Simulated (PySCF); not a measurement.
Crystal: BeTe.

```
Te Be
1.0
     0.00000    2.77000    2.77000
     2.77000    0.00000    2.77000
     2.77000    2.77000    0.00000
Te Be
1 1
Direct
  0.75000 0.75000 0.75000
  0.00000 0.00000 0.00000
```

Program: PySCF 2.14.0. Alike in all runs: no spin polarisation; cell as given.

Q: Order these runs on this cell by their band gap on the k mesh, lowest first.
A. level PBE0; potentials or basis DZVP-MOLOPT-HYB/GTH-HYB (UZH) (potentials made for PBE0); k mesh 3 × 3 × 3; smearing fixed; potentials Be GTH-HYB-q4, Te GTH-HYB-q6; coulomb method Gaussian density fitting (GDF); grid for exchange and correlation Becke, atom-centred; three-centre integrals read from an earlier run's file; mesh quality coarse
B. level PBEsol; potentials or basis DZVP-MOLOPT-HYB/GTH-HYB (UZH) (potentials made for PBE0); k mesh 3 × 3 × 3; smearing fixed; potentials Be GTH-HYB-q4, Te GTH-HYB-q6; coulomb method Gaussian density fitting (GDF); grid for exchange and correlation Becke, atom-centred; three-centre integrals read from an earlier run's file; mesh quality coarse
C. level PBEsol; potentials or basis DZVP-MOLOPT-SR/GTH-PBE (potentials made for PBE); k mesh 8 × 8 × 8; smearing fermi-dirac 0.05 eV; potentials Be GTH-PBE-q4, Te GTH-PBE-q6; coulomb method multigrid; symmetry yes; mesh quality not flagged
D. level r2SCAN; potentials or basis DZVP-MOLOPT-HYB/GTH-HYB (UZH) (potentials made for PBE0); k mesh 3 × 3 × 3; smearing fixed; potentials Be GTH-HYB-q4, Te GTH-HYB-q6; coulomb method Gaussian density fitting (GDF); grid for exchange and correlation Becke, atom-centred; three-centre integrals read from an earlier run's file; mesh quality coarse

A: C (2.33 eV), B (2.74 eV), D (3.16 eV), A (4.46 eV).

Caveats: some runs use coarse meshes; spin-orbit coupling is left out, which moves the levels of the heavy elements; the basis of atomic orbitals isn't converged, which shifts pressures, moduli and gaps; the default atom-centred grid shifts energies of crystals by up to some 10 meV an atom and pressures by some 0.5 GPa (some runs); an odd mesh through Γ misses points on the zone boundary, where band edges often lie (some runs); on so small a mesh gaps with full-range exact exchange can be off by tenths of an eV to over 1 eV (some runs).

A k mesh can miss the band edges, odd and even meshes differently.
